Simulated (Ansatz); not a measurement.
# CdS (Greenockite): checks on the settings of a gradient run

More tests of how the quadrupolar parameters of CdS (Greenockite) respond to changes of cell, atoms or settings. The cell is a structure deposited in the COD. Its positions were relaxed in an earlier run. Planned: a check of grid; a check of xc with ecutwfc.

Method: DFT, PBE, plane-wave PAW, default files, scalar-relativistic, as far as a step names no other, in Ansatz 0.2.0.

## (1) The starting structure

The structure is hexagonal, space group P6_3mc (No. 186). The conventional cell has a = 4.150 Å, b = 4.150 Å, c = 6.737 Å, α = 90.00°, β = 90.00°, γ = 120.00°. Around Cd (site symmetry 3m) lie 4 S at 2.54 Å. Around S (site symmetry 3m) lie 4 Cd at 2.54 Å.

As a file:

```
Cd S
1.0
     4.15000    0.00000    0.00000
    -2.07500    3.59401    0.00000
     0.00000    0.00000    6.73700
Cd S
2 2
Direct
  0.33333 0.66667 0.99897
  0.66667 0.33333 0.49897
  0.33333 0.66667 0.37603
  0.66667 0.33333 0.87603
```

The earlier run gave: gap on the mesh 1.20 eV, largest force 0.001 eV/Å, pressure 2.1 GPa.

Site by site (atoms counted from 1):

```tsv
site	atoms	first shell	V_zz (10²¹ V/m²)	η	C_Q (MHz)
Cd	1, 2	4 S at 2.54 Å	0.29	0.00	–
S	3, 4	4 Cd at 2.54 Å	-0.071	0.00	0.119 (³³S)
```

Conventions: |V_zz| ≥ |V_yy| ≥ |V_xx|, η = (V_xx − V_yy)/V_zz, C_Q = eQV_zz/h. Q values from Pyykkö, Mol. Phys. 116, 1328 (2018). A dash under C_Q marks elements without a common quadrupolar isotope.

## (2) A check on settings: kpoints.mp_grid.grid = [5, 5, 3]

input.yaml reads:

```yaml
crystal:
  lattice:
    - [4.15, 0.0, 0.0]
    - [-2.075, 3.5940054257, 0.0]
    - [0.0, 0.0, 6.737]
  atoms:
    - { symbol: Cd, position: [0.3333333333, 0.6666666667, -0.0010291479] }
    - { symbol: Cd, position: [0.6666666667, 0.3333333333, 0.4989708521] }
    - { symbol: S, position: [0.3333333333, 0.6666666667, 0.3760291479] }
    - { symbol: S, position: [0.6666666667, 0.3333333333, 0.8760291479] }
kpoints:
  mp_grid: { grid: [5, 5, 3] }
scf:
  occupations: { method: fermi_dirac, width: 0.02 }
hamiltonian:
  xc: pbe
  pseudopotentials: { kind: paw }
output:
  forces: true
  stress: true
  populations: true
  efg: { quadrupole_moments_barn: { S: -0.0694 }, contact_densities: true }
```

Command:

```sh
> ansatz run input.yaml --threads 1 --pin off --max-ram 3072MiB --backend cpu --events-out ev --progress --plain --runs-dir out
```

Log, shortened:

```text
Warning: RAYON_NUM_THREADS=1 ignored (pool sized by the plan → 1); use --threads N
Cd: output.efg is read without spin–orbit coupling, which moves field gradients at and beside such atoms by some per cent and up to a factor of two; PAW files take it under magnetization.noncollinear and magnetization.spin_orbit
[...]
Pseudopotentials: kind: paw
Pseudopotential: Cd, paw, valence charge 20, recommended cutoff 420 eV (normal), Cd.paw.azcp
Pseudopotential: S, paw, valence charge 6, recommended cutoff 420 eV (normal), S.paw.azcp
Functional definition: PBE
[...]
Crystal: 4 atoms, lattice volume = 100.483 Å³
Basis set: ecut = 420 eV, 1973 PW (Γ), exchange–correlation on 60×60×96 points (8 copies of the dense FFT grid, shifted against one another)
Bands: 32, of which v1, the nominal top of the filled ones, is band 26 counted from 1 (25 counted from 0)
Symmetry: 12 space group operations
Space group: P63mc (ITA 186), of the structure as read, at distance tolerance 4.6e-5 Å
k-points: 10 of 75 (time reversal used)
[...]
SCF iter   1: F=—  HF=-18315.628373 eV  |F-HF|=—  |Δ(HF+E_count)|=         —  Δρ=5.59e-4  dr2=2.94e-4  ethr=1.77e-3  ⟨swp⟩=6.1  Hψ=1308  notcnv=0
[...]
SCF iter   6: F=-18315.630134 eV  HF=-18315.630133 eV  |F-HF|=2.69e-9  |Δ(HF+E_count)|=   1.09e-7  Δρ=1.60e-6  dr2=2.30e-9  ethr=1.52e-10  ⟨swp⟩=5.1  Hψ=1342  notcnv=0
[...]
SCF converged after 6 iterations
Free energy (F): -18315.630134 eV
[...]
E sigma→0 (E₀):  -18315.630134 eV
Fermi energy:    7.340087 eV
[...]
--- Forces (eV/Å), atoms counted from 1 ---
  atom   1  Cd     0.00000000     0.00000000     0.00240735
  atom   2  Cd     0.00000000    -0.00000000     0.00240735
  atom   3  S      0.00000000     0.00000000    -0.00240432
  atom   4  S      0.00000000    -0.00000000    -0.00240432
[...]
--- Stress (GPa, compression-positive) ---
        2.062534       0.000000      -0.000000
        0.000000       2.062534       0.000000
       -0.000000       0.000000       2.135478
  P = ⅓ Tr σ = 2.0868 GPa (20.868 kbar)
--- PAW observables at the nuclei: V_zz in 10²¹ V/m², potentials from the cell's mean, atoms counted from 1 ---
  atom   1  Cd V_zz =    +0.328227   η = 0.0000   by run symmetry: allowed
            electrostatic potential = -7703.996062 V   contact ρ = 1035900.956097 e/Å³
  atom   2  Cd V_zz =    +0.328227   η = 0.0000   by run symmetry: allowed
            electrostatic potential = -7703.996062 V   contact ρ = 1035900.956097 e/Å³
  atom   3  S  V_zz =    +0.003143   η = 0.0000   by run symmetry: allowed   C_q = -0.0053 MHz
            electrostatic potential = -1633.485101 V   contact ρ = 19766.403697 e/Å³
  atom   4  S  V_zz =    +0.003143   η = 0.0000   by run symmetry: allowed   C_q = -0.0053 MHz
            electrostatic potential = -1633.485101 V   contact ρ = 19766.403697 e/Å³
--- Band table (eV; the first three rows and the last of 10) ---
[...]
--- Löwdin populations: 4 sites ---
  site symbol       q [e]
     0     Cd     18.7265
     1     Cd     18.7265
     2      S      7.0818
     3      S      7.0818
  spilling = 0.007373 (of n_electrons = 52.000000)
```

Run time: 4.8 s. Hardware: 1 thread of Arm Neoverse V1, shared host; peak memory 0.35 GiB.

State: gap on the mesh 1.20 eV, largest force 0.002 eV/Å, pressure 2.1 GPa.

What changed since step 1 (V_zz in 10²¹ V/m²):

```csv
site,atoms,"V_zz, PBE relaxed","V_zz, new settings","η, PBE relaxed","η, new settings"
Cd,"1, 2",0.29,0.33,0.00,0.00
S,"3, 4",-0.071,<0.01,0.00,–
```

The sizes of the gradients above 0.15 moved by 14 % at Cd (0.29 to 0.33). The free energy moved by +2.3 meV/atom. These settings are under the usual standard, and the error shows.

## (3) Settings changed: hamiltonian.xc = pbesol, basis.ecutwfc = 700 eV

input.yaml: that of step 2 with these lines changed.

```diff
@@ -11,3 +11,3 @@
 kpoints:
-  mp_grid: { grid: [5, 5, 3] }
+  mp_grid: { grid: [8, 8, 4] }
 scf:
@@ -15,3 +15,3 @@
 hamiltonian:
-  xc: pbe
+  xc: pbesol
   pseudopotentials: { kind: paw }
@@ -22 +22,7 @@
   efg: { quadrupole_moments_barn: { S: -0.0694 }, contact_densities: true }
+  write_density: true
+  write_potential: true
+  elf: true
+  volumetric_format: npy
+basis:
+  ecutwfc: "700 eV"
```

Command:

```sh
> ansatz run input.yaml --threads 1 --pin off --max-ram 3072MiB --backend cpu --events-out ev --progress --plain --runs-dir out
```

Log:

```text
Warning: RAYON_NUM_THREADS=1 ignored (pool sized by the plan → 1); use --threads N
Cd: output.efg is read without spin–orbit coupling, which moves field gradients at and beside such atoms by some per cent and up to a factor of two; PAW files take it under magnetization.noncollinear and magnetization.spin_orbit
Engine: ansatz 0.2.0, aarch64-unknown-linux-gnu
Pseudopotentials: kind: paw
Pseudopotential: Cd, paw, valence charge 20, recommended cutoff 420 eV (normal), Cd.paw.azcp
Pseudopotential: S, paw, valence charge 6, recommended cutoff 420 eV (normal), S.paw.azcp
Functional definition: PBEsol
  exchange = pbesol_x
  correlation = pbesol_c
Crystal: 4 atoms, lattice volume = 100.483 Å³
Basis set: ecut = 700 eV, 4247 PW (Γ), exchange–correlation on 72×72×120 points (8 copies of the dense FFT grid, shifted against one another)
Bands: 32, of which v1, the nominal top of the filled ones, is band 26 counted from 1 (25 counted from 0)
Symmetry: 12 space group operations
Space group: P63mc (ITA 186), of the structure as read, at distance tolerance 4.6e-5 Å
k-points: 30 of 256 (time reversal used)
Non-local potential: Cd, projectors of the file, l = 0: 3, l = 1: 2, l = 2: 2, l = 3: 1
Non-local potential: S, projectors of the file, l = 0: 2, l = 1: 2, l = 2: 2
PAW form: soft (Blöchl's): semilocal exchange-correlation on the pseudo side does not see the compensation charge
PAW frozen core: Cd, regenerated for the run's functional, and the local potential with it (the file was generated under x = pbe(κ = 0.804, μ = 0.2195149727645171), c = pbe(β = 0.06672455060314922))
PAW frozen core: S, regenerated for the run's functional, and the local potential with it (the file was generated under x = pbe(κ = 0.804, μ = 0.2195149727645171), c = pbe(β = 0.06672455060314922))
PAW one-centre angular grid: Cd, 590 points (default); XC on 64 Gauss nodes
PAW one-centre angular grid: S, 110 points (default); XC on 64 Gauss nodes
Initial density: superposition of atomic densities (neutral atoms: chi_scale 0, normalization atom), corrected by the library's trained network
Initial wavefunctions: pseudopotential atomic-orbital guess
Functional: x = pbesol(κ = 0.804, μ = 0.12345679012345678), c = pbesol(β = 0.046)
SCF iter   1: F=—  HF=-18140.462444 eV  |F-HF|=—  |Δ(HF+E_count)|=         —  Δρ=5.25e-3  dr2=3.71e-2  ethr=1.77e-3  ⟨swp⟩=6.4  Hψ=4028  notcnv=0
preconditioner: auto → Resta (q_TF=auto, 2.445 Å⁻¹)  ε∞=4.7  [insulator: Δε(μ)=0.992 eV  Ē_g=11.480 eV  σ=0.020 eV  W_gap=1.00  n_scr=22 (ndim 8)  ℏωp=22.2 eV  f_vac=0.130  D(μ)=0.00/eV (n_scr^D=0)  ε∞_Penn≈4.7]
SCF iter   2: F=—  HF=-18140.453222 eV  |F-HF|=—  |Δ(HF+E_count)|=   9.22e-3  Δρ=1.96e-3  dr2=6.32e-3  ethr=7.13e-5  ⟨swp⟩=2.9  Hψ=1833  notcnv=0  defer=51
SCF iter   3: F=—  HF=-18140.451639 eV  |F-HF|=—  |Δ(HF+E_count)|=   1.58e-3  Δρ=4.79e-4  dr2=2.66e-4  ethr=1.21e-5  ⟨swp⟩=2.0  Hψ=1532  notcnv=0  defer=51
SCF iter   4: F=—  HF=-18140.451705 eV  |F-HF|=—  |Δ(HF+E_count)|=   6.59e-5  Δρ=2.10e-4  dr2=6.36e-5  ethr=5.12e-7  ⟨swp⟩=2.5  Hψ=1447  notcnv=0  defer=51
SCF iter   5: F=—  HF=-18140.451787 eV  |F-HF|=—  |Δ(HF+E_count)|=   8.28e-5  Δρ=5.06e-5  dr2=3.64e-6  ethr=1.22e-7  ⟨swp⟩=2.7  Hψ=1563  notcnv=0  defer=51
SCF iter   6: F=—  HF=-18140.451795 eV  |F-HF|=—  |Δ(HF+E_count)|=   7.63e-6  Δρ=1.41e-5  dr2=2.94e-7  ethr=7.00e-9  ⟨swp⟩=2.0  Hψ=1449  notcnv=0  defer=51
SCF iter   7: F=-18140.451796 eV  HF=-18140.451796 eV  |F-HF|=3.41e-8  |Δ(HF+E_count)|=   6.80e-7  Δρ=3.08e-6  dr2=1.36e-8  ethr=1.92e-10  ⟨swp⟩=13.1  Hψ=6976  notcnv=0
SCF 1 converged in 7 iterations: F = -18140.451796 eV  dr2 = 1.36e-8
SCF converged after 7 iterations
Free energy (F): -18140.451796 eV
Harris-Foulkes:  -18140.451796 eV  (|F-HF|=3.41e-8)
Internal energy: -18140.451796 eV  (E = F + TS)
E sigma→0 (E₀):  -18140.451796 eV
Fermi energy:    7.160974 eV
--- Per-component energies (eV) ---
  E_band       = -1025.340983
  E_kinetic    = 1222.107953
  E_local      = -8073.342543  (includes V_loc(G=0)·N_el)
  E_nonlocal   = 130.780288
  E_hartree    = 3700.293603
  E_xc         = -542.140470
  E_vxc        = -615.469331  (∫ρ·V_xc dr)
  E_paw        = -9196.614688  (= ΣΔE_a)
  E_vpaw       = -1090.004663  (= ΣTr[D̂ρ^β])
  E_aug_tail   = 0.000002  (compensation charges beyond the density's cutoff)
  E_ewald      = -5382.343759
  E_core_change = 0.807818  (= ΣΔE_core)
  E_smearing   = -0.000000  (= −TS)
  E_closure    = 0.000000  (closes the sum)
  Σ components = -18140.451796   (vs F -18140.451796, Δ=0.00e0)
--- Forces (eV/Å), atoms counted from 1 ---
  atom   1  Cd     0.00000000     0.00000000    -0.00103557
  atom   2  Cd     0.00000000    -0.00000000    -0.00103557
  atom   3  S     -0.00000000     0.00000000     0.00104787
  atom   4  S     -0.00000000    -0.00000000     0.00104787
  max |Σ_I F_I| component: 2.46e-5 eV/Å
--- Stress (GPa, compression-positive) ---
       -1.021242       0.000000      -0.000000
        0.000000      -1.021242       0.000000
       -0.000000      -0.000000      -0.909649
  P = ⅓ Tr σ = -0.9840 GPa (-9.840 kbar)
--- PAW observables at the nuclei: V_zz in 10²¹ V/m², potentials from the cell's mean, atoms counted from 1 ---
  atom   1  Cd V_zz =    +0.270624   η = 0.0000   by run symmetry: allowed
            electrostatic potential = -7703.759750 V   contact ρ = 1034374.009796 e/Å³
  atom   2  Cd V_zz =    +0.270624   η = 0.0000   by run symmetry: allowed
            electrostatic potential = -7703.759750 V   contact ρ = 1034374.009796 e/Å³
  atom   3  S  V_zz =    -0.069245   η = 0.0000   by run symmetry: allowed   C_q = +0.1162 MHz
            electrostatic potential = -1633.201471 V   contact ρ = 19699.698154 e/Å³
  atom   4  S  V_zz =    -0.069245   η = 0.0000   by run symmetry: allowed   C_q = +0.1162 MHz
            electrostatic potential = -1633.201471 V   contact ρ = 19699.698154 e/Å³
--- Band table (eV; the first three rows and the last of 30) ---
  k-point 0: bands = ["-94.5439", "-94.5439", "-55.6451", "-55.6450", "-55.6450", "-55.6449", "-55.6449", "-55.6445", "-5.6794", "-5.2432", "-1.0315", "-1.0265", "-1.0265", "-0.9438", "-0.9438", "-0.6154", "-0.6154", "-0.5237", "-0.5237", "-0.1861", "2.2531", "5.8665", "5.8665", "6.5847", "6.6229", "6.6229", "7.6834", "9.2691", "12.9790", "12.9790", "13.3015", "14.0753"]
  k-point 1: bands = ["-94.5439", "-94.5439", "-55.6450", "-55.6450", "-55.6450", "-55.6449", "-55.6449", "-55.6446", "-5.6142", "-5.3047", "-1.0177", "-1.0177", "-0.9872", "-0.9594", "-0.9594", "-0.5990", "-0.5990", "-0.5341", "-0.5341", "-0.4555", "2.8657", "5.5642", "5.9709", "5.9709", "6.5052", "6.5052", "8.5960", "9.3466", "12.7984", "13.0470", "13.0470", "13.5503"]
  k-point 2: bands = ["-94.5439", "-94.5439", "-55.6450", "-55.6450", "-55.6450", "-55.6450", "-55.6448", "-55.6448", "-5.4576", "-5.4576", "-0.9920", "-0.9920", "-0.9920", "-0.9920", "-0.8105", "-0.8105", "-0.5636", "-0.5636", "-0.5636", "-0.5636", "4.1461", "4.1461", "6.2314", "6.2314", "6.2314", "6.2314", "9.3426", "9.3426", "12.6564", "12.6564", "13.3233", "13.3233"]
  k-point 29: bands = ["-94.5439", "-94.5439", "-55.6454", "-55.6454", "-55.6452", "-55.6452", "-55.6447", "-55.6447", "-5.1491", "-5.1491", "-0.8549", "-0.8549", "-0.8262", "-0.8262", "-0.6292", "-0.6292", "-0.5775", "-0.5775", "-0.0614", "-0.0614", "2.5840", "2.5840", "4.3167", "4.3167", "5.5022", "5.5022", "10.8143", "10.8143", "12.5045", "12.5045", "13.0625", "13.0625"]
--- Löwdin populations: 4 sites ---
  site symbol       q [e]
     0     Cd     18.7400
     1     Cd     18.7400
     2      S      7.0582
     3      S      7.0582
  spilling = 0.007759 (of n_electrons = 52.000000)
```

Wall time 20 s (1 thread of Arm Neoverse V1, shared host); peak memory 0.47 GiB.

The run ends with gap on the mesh 1.06 eV, largest force 0.001 eV/Å, pressure -1.0 GPa.

Beside the values of step 1 (V_zz in 10²¹ V/m²):

```csv
site,atoms,"V_zz, PBE relaxed","V_zz, new settings","η, PBE relaxed","η, new settings"
Cd,"1, 2",0.29,0.27,0.00,0.00
S,"3, 4",-0.071,-0.069,0.00,0.00
```

The sizes of the gradients above 0.15 moved by 6 % at Cd (0.29 to 0.27).

Density in a lattice plane of the grid's cell (edges 4.15 and 6.74 Å, at 0.333 of the third edge), which holds Cd and S.

Ten even steps from ' ' (0.02 e/Å³) to '@' (24.53 e/Å³):
```
                            
                            
                            
                            
                            
                            
                            
                  ....      
                --**++::    
              ..++@@@@==    
              ..--**++::    
                  ....      
                            
                            
                            
                            
                            
                            
                            
                            
```
Columns run along the first of these edges and rows up along the second, over one cell in 14 and 20 even steps from the bottom left corner. Atoms in the plane (fractional): Cd at (0.67, 0.50), S at (0.67, 0.88).

ELF in the same plane.

Ten even steps from ' ' (0.02) to '@' (0.89):
```
::........==%%@@%%**##@@@@##
==......::++@@@@++  ..##@@%%
++..  ..::**@@@@++  ..**@@%%
==..    ::++%%@@%%##%%@@@@##
::      ..--**%%@@@@@@@@%%++
..        ..--==++++++++==::
            ................
..        ....::======--::..
....::::....::==**####++--..
..--++==--..::==##@@@@**==::
::++##**==::..==**####++--..
==**####**--..::==++==--::..
++**####**==....::::::::..::
==******++--..............::
::======--::..            ..
....::::..                  
  ......                    
..............::------::....
............--++######**++::
..........::**%%@@@@@@@@%%==
```
Columns run along the first of these edges and rows up along the second, over one cell in 14 and 20 even steps from the bottom left corner. Atoms in the plane (fractional): Cd at (0.67, 0.50), S at (0.67, 0.88).

Both are smooth fields of the valence electrons: close to the nuclei they are not physical.

Maxima of ELF outside the ion cores: 0.88 in the shell around S, 0.8 Å from S.

## (4) What came out

| quantity | value |
| --- | --- |
| state (step 1) | gap on the mesh 1.20 eV, largest force 0.001 eV/Å, pressure 2.1 GPa |
| V_zz by site, step 1 (10²¹ V/m²) | Cd 0.29, S -0.071 |
| largest C_Q in size, step 1 | 0.119 MHz, ³³S at S |
| step 2 (kpoints.mp_grid.grid = [5, 5, 3]) against step 1 | 14 % at Cd (0.29 to 0.33); coarse settings |
| step 3 (hamiltonian.xc = pbesol, basis.ecutwfc = 700 eV) against step 1 | 6 % at Cd (0.29 to 0.27) |

What this shows: The largest gradient sits at Cd (4 S at 2.54 Å). The program warns that gradients near heavy atoms lack spin–orbit coupling.

The gaps are Kohn-Sham values of a semilocal functional, not quasiparticle or optical gaps. Such gaps usually fall short of the measured ones.
